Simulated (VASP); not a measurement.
Wanted: the native input for a VASP 6.6.1 run.

```
Task                   : relaxation of cell and atoms
Functional             : r2SCAN
Dispersion             : rVV10
Potentials or basis    : VASP PAW PBE potentials, release 64 (Sr_sv, Ti_sv, O)
Cutoff                 : 600 eV
k mesh                 : 8 × 8 × 8
Occupations            : gaussian, width 0.03 eV
Spin                   : no spin polarisation
Further INCAR settings : ALGO = Normal; EDIFF = 1e-07; IBRION = 2; EDIFFG = -0.005; NSW = 90; ISIF = 3
```

The structure of SrTiO3 lies in POSCAR:

```
SrTiO3                                  
1.0
    3.9028735555     -0.0000000000      0.0000000000
    0.0000000000      3.9028735555     -0.0000000000
   -0.0000000000     -0.0000000000      3.9028735555
  Sr              Ti              O             
     1     1     3
Direct
     0.5000000000000000    0.5000000000000000    0.5000000000000000
     0.0000000000000000    0.0000000000000000    0.0000000000000000
     0.5000000000000000    0.0000000000000000    0.0000000000000000
     0.0000000000000000    0.5000000000000000    0.0000000000000000
     0.0000000000000000    0.0000000000000000    0.5000000000000000
```

These files were run (other wordings do the same):

INCAR

```
SYSTEM = SrTiO3
ALGO = Normal
BPARAM = 11.95
CPARAM = 0.0093
EDIFF = 1E-7
EDIFFG = -0.005
ENCUT = 600
IBRION = 2
ISIF = 3
ISMEAR = 0
IVDW_NL = 2
LASPH = .True.
LCHARG = .False.
LMIXTAU = .True.
LREAL = .False.
LUSE_VDW = .True.
LWAVE = .False.
METAGGA = R2SCAN
NELM = 80
NSW = 90
PREC = Accurate
SIGMA = 0.03
```

KPOINTS

```
k-points
0
Gamma
  8 8 8
  0 0 0
```

Potentials or basis: VASP PAW PBE potentials, release 64 (Sr_sv, Ti_sv, O).

Run with:

```sh
$ cat potpaw_PBE.64/Sr_sv/POTCAR potpaw_PBE.64/Ti_sv/POTCAR potpaw_PBE.64/O/POTCAR > POTCAR
$ mpirun -np 1 vasp_std > vasp.out
```

It gave:

```yaml
Pressure_after_relaxing: 0.0 GPa
Band_gap_on_the_k_mesh: 2.28 eV, indirect (least direct gap 2.66 eV)
```

Caveat: the relaxation stopped at its first step, so nothing moved; the PAW data sets were made with another functional, which shifts forces and pressure a little.

Run time: 3 min on 1 thread of Intel(R) Xeon(R) Platinum 8488C (Sapphire Rapids), with other jobs on the host, peak memory 0.36 GiB.
